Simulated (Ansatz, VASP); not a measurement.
# One calculation of Cu, two programs

```xyz
1
Lattice="0.0000 1.8257 1.8257 1.8257 0.0000 1.8257 1.8257 1.8257 0.0000" Properties=species:S:1:pos:R:3 pbc="T T T"
Cu    0.0000    0.0000    0.0000
```

Alike in both runs: task single point; functional PBE; k mesh 12 × 12 × 12; occupations fermi-dirac, width 0.06 eV; no spin polarisation.

```csv
,VASP,Ansatz
version,VASP 6.6.1,Ansatz 0.2 development build
potentials or method,"VASP PAW PBE potentials, release 64 (Cu), cutoff 520 eV","all-electron full-potential LAPW, scalar-relativistic"
```

```csv
,VASP,Ansatz,Ansatz less VASP
pressure (GPa),-1.9,-2.5,-0.56
```

Ansatz ran all-electron here, so the differences hold the error of VASP's frozen core and of both bases.
